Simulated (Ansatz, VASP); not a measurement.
**Si3N4: VASP beside Ansatz**

File INCAR:

```
PREC = Accurate
ENCUT = 520
EDIFF = 1E-8
ISMEAR = 0
SIGMA = 0.01
LREAL = Auto
LASPH = T
NELM = 100
ALGO = Fast
ISIF = 2
LWAVE = F
LCHARG = F
GGA = PE
LEFG = T
NBANDS = 84
```

File KPOINTS:

```
regular mesh
0
Gamma
  3 3 3
```

POSCAR

```
Si3N4
1.0
    6.4747000000      0.0000000000      0.0000000000
    0.0000000000      6.4747000000      0.0000000000
    0.0000000000      0.0000000000      6.4747000000
Si N
12 16
Direct
    0.3750000000      0.5000000000      0.7500000000
    0.8750000000      0.0000000000      0.2500000000
    0.7500000000      0.3750000000      0.5000000000
    0.2500000000      0.8750000000      0.0000000000
    0.1250000000      0.5000000000      0.2500000000
    0.6250000000      0.0000000000      0.7500000000
    0.2500000000      0.1250000000      0.5000000000
    0.7500000000      0.6250000000      0.0000000000
    0.5000000000      0.7500000000      0.3750000000
    0.0000000000      0.2500000000      0.8750000000
    0.5000000000      0.2500000000      0.1250000000
    0.0000000000      0.7500000000      0.6250000000
    0.2814000000      0.2814000000      0.2814000000
    0.7814000000      0.7814000000      0.7814000000
    0.0314000000      0.9686000000      0.4686000000
    0.5314000000      0.4686000000      0.9686000000
    0.2186000000      0.7186000000      0.7814000000
    0.7186000000      0.2186000000      0.2814000000
    0.4686000000      0.0314000000      0.9686000000
    0.9686000000      0.5314000000      0.4686000000
    0.7814000000      0.2186000000      0.7186000000
    0.2814000000      0.7186000000      0.2186000000
    0.0314000000      0.0314000000      0.0314000000
    0.5314000000      0.5314000000      0.5314000000
    0.7186000000      0.7814000000      0.2186000000
    0.2186000000      0.2814000000      0.7186000000
    0.9686000000      0.4686000000      0.0314000000
    0.4686000000      0.9686000000      0.5314000000
```

Input for Ansatz:

```yaml
crystal:
  lattice:
    - [6.4747, 0.0, 0.0]
    - [0.0, 6.4747, 0.0]
    - [0.0, 0.0, 6.4747]
  atoms:
    - { symbol: Si, position: [0.375, 0.5, 0.75] }
    - { symbol: Si, position: [0.875, 0.0, 0.25] }
    - { symbol: Si, position: [0.75, 0.375, 0.5] }
    - { symbol: Si, position: [0.25, 0.875, 0.0] }
    - { symbol: Si, position: [0.125, 0.5, 0.25] }
    - { symbol: Si, position: [0.625, 0.0, 0.75] }
    - { symbol: Si, position: [0.25, 0.125, 0.5] }
    - { symbol: Si, position: [0.75, 0.625, 0.0] }
    - { symbol: Si, position: [0.5, 0.75, 0.375] }
    - { symbol: Si, position: [0.0, 0.25, 0.875] }
    - { symbol: Si, position: [0.5, 0.25, 0.125] }
    - { symbol: Si, position: [0.0, 0.75, 0.625] }
    - { symbol: "N", position: [0.2814, 0.2814, 0.2814] }
    - { symbol: "N", position: [0.7814, 0.7814, 0.7814] }
    - { symbol: "N", position: [0.0314, 0.9686, 0.4686] }
    - { symbol: "N", position: [0.5314, 0.4686, 0.9686] }
    - { symbol: "N", position: [0.2186, 0.7186, 0.7814] }
    - { symbol: "N", position: [0.7186, 0.2186, 0.2814] }
    - { symbol: "N", position: [0.4686, 0.0314, 0.9686] }
    - { symbol: "N", position: [0.9686, 0.5314, 0.4686] }
    - { symbol: "N", position: [0.7814, 0.2186, 0.7186] }
    - { symbol: "N", position: [0.2814, 0.7186, 0.2186] }
    - { symbol: "N", position: [0.0314, 0.0314, 0.0314] }
    - { symbol: "N", position: [0.5314, 0.5314, 0.5314] }
    - { symbol: "N", position: [0.7186, 0.7814, 0.2186] }
    - { symbol: "N", position: [0.2186, 0.2814, 0.7186] }
    - { symbol: "N", position: [0.9686, 0.4686, 0.0314] }
    - { symbol: "N", position: [0.4686, 0.9686, 0.5314] }
kpoints:
  mp_grid: { grid: [3, 3, 3] }
scf:
  occupations: { method: fixed }
hamiltonian:
  xc: pbe
  pseudopotentials: { kind: paw }
output:
  forces: true
  efg:
    quadrupole_moments_barn: { "N": 0.02044 }
    contact_densities: true
  core_levels:
    shells: { Si: "2p", "N": "1s" }
    counted_from: valence_top
    eps_inf: [4.691, 4.691, 4.691]
```

Alike in both runs: task electric field gradients; functional PBE; k mesh 3 × 3 × 3; no spin polarisation.

|  | VASP | Ansatz |
| --- | --- | --- |
| version | VASP 6.6.1 | Ansatz 0.2.0 |
| potentials or method | VASP PAW PBE potentials, release 64 (Si, N) | plane-wave PAW, scalar-relativistic |
| plane-wave cutoff (eV) | 520 | 420 |
| occupations | gaussian, width 0.01 eV | fixed |
| valence electrons in the cell | 128 | 128 |

|  | VASP | Ansatz | Ansatz less VASP |
| --- | --- | --- | --- |
| gap on the k mesh at the Fermi level (eV) | 4.07 | 4.07 | +0.005 |
| rms of the force components (eV/Å) | 0.007 | 0.009 | +0.0024 |
| Vzz of the field gradient on the site that differs most (V/Å²) | -55.3 | -57.7 | -2.41 |

Atom by atom the forces differ by 0.002 eV/Å (rms over components).

Caveats: an odd mesh through Γ misses points on the zone boundary, where band edges often lie. As with any semilocal functional, this PBE gap is likely too small.
